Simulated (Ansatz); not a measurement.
The system is Ca.

```
Ca
1.0
    -2.07943    2.07943    2.07943
     2.07943   -2.07943    2.07943
     2.07943    2.07943   -2.07943
Ca
1
Direct
  0.00000 0.00000 0.00000
```

This isn't the form of Ca at room conditions, which is fcc.

The cell isn't the ideal one: volume scaled by 0.8.

* Program: Ansatz 0.2.0
* Task: relaxation of cell and atoms
* Functional: PBE0
* Dispersion: D4
* Potentials or basis: Ansatz PAW
* Cutoff: 420 eV
* Density cutoff: 1680 eV
* k mesh: 6 × 6 × 6
* Occupations: cold, width 0.05 eV
* Spin: no spin polarisation

At the start: volume 35.97 Å³/atom.

How do energy, volume and symmetry change on relaxing?

It ends after 6 steps and the volume is 42.15 Å³/atom (+17.2 %); space group Im-3m (No. 229, to 0.05 Å).

Step by step:
| step | energy change (eV) | largest force (eV/Å) | volume (Å³) |
| --- | --- | --- | --- |
| 1 | 0.0000 | 0.0000 | 35.97 |
| 2 | -0.1690 | 0.0000 | 39.98 |
| 3 | -0.1760 | 0.0000 | 42.69 |
| 4 | -0.1764 | 0.0000 | 42.37 |
| 5 | -0.1765 | 0.0000 | 42.15 |
| 6 | -0.1766 | 0.0000 | 42.15 |

Final structure:
```
CELL_PARAMETERS angstrom
-2.19235 2.19235 2.19235
2.19235 -2.19235 2.19235
2.19235 2.19235 -2.19235
ATOMIC_POSITIONS crystal
Ca 0.00000 0.00000 0.00000
```

Caveat: the plane-wave basis is chosen anew once the cell has moved, so the energies of steps on either side of that aren't comparable; pairwise dispersion overbinds metals, which lowers pressure and volume; the PAW data sets come from PBE, with cores solved anew for the run's functional, which leaves a small shift of forces and pressure.
